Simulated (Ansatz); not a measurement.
# Cl: the cost of one run

Program: Ansatz 0.2.0. Level of theory: DFT PBEsol, scalar-relativistic, plane waves, PAW. These are calculated values, not measurements.

1 further run of the same task is left out (set aside as unsound or not needed).

### 1 The starting structure

It takes space group Cmce (No. 64, orthorhombic). Conventional cell: a = 7.200 Å, b = 4.023 Å, c = 8.533 Å, α = 90.00°, β = 90.00°, γ = 90.00°. Br (site symmetry m) has 1 Br at 2.40 Å as nearest neighbours.

Coordinates:

```cif
data_structure
_symmetry_space_group_name_H-M 'P 1'
_symmetry_Int_Tables_number 1
_cell_length_a 4.1240
_cell_length_b 4.1240
_cell_length_c 8.5328
_cell_angle_alpha 90.000
_cell_angle_beta 90.000
_cell_angle_gamma 58.391
_cell_volume 123.59
loop_
_atom_site_label
_atom_site_type_symbol
_atom_site_fract_x
_atom_site_fract_y
_atom_site_fract_z
_atom_site_occupancy
Br1 Br 0.15413 0.84587 0.12009 1
Br2 Br 0.65413 0.34587 0.37991 1
Br3 Br 0.84587 0.15413 0.87991 1
Br4 Br 0.34587 0.65413 0.62009 1
```

It is the result of an earlier relaxation at this level (volume 30.90 Å³/atom; gap on the mesh: 1.21 eV).

### 2 Br → Cl: the starting cell

The start of Cl: fractional positions of relaxed Br, cell scaled by 0.899, a guess from tabulated radii.

### 3 A first look at the start (Cl)

input.yaml

```yaml
crystal:
  lattice:
    - [3.2378583457, -1.8092358738, 0.0]
    - [3.2378583457, 1.8092358738, 0.0]
    - [0.0, 0.0, 7.6743522807]
  atoms:
    - { symbol: Cl, position: [0.154127685, 0.845872315, 0.1200893266] }
    - { symbol: Cl, position: [0.654127685, 0.345872315, 0.3799106734] }
    - { symbol: Cl, position: [0.845872315, 0.154127685, 0.8799106734] }
    - { symbol: Cl, position: [0.345872315, 0.654127685, 0.6200893266] }
basis:
  ecutwfc: 420
kpoints:
  mp_grid: { grid: [6, 6, 4] }
hamiltonian:
  xc: pbesol
scf:
  occupations: { method: gaussian, width: 0.1 }
output:
  forces: true
  stress: true
  eigenvalues: true
```

Launch:

```
ansatz run input.yaml --threads 1 --pin off --max-ram 2560MiB --backend cpu --events-out ev --progress --plain --runs-dir out
```

**Question.** How long does this run take on 1 thread of Arm Neoverse V1, shared host, and how much memory does it need?

About 3.4 s, with a peak of 0.33 GiB.
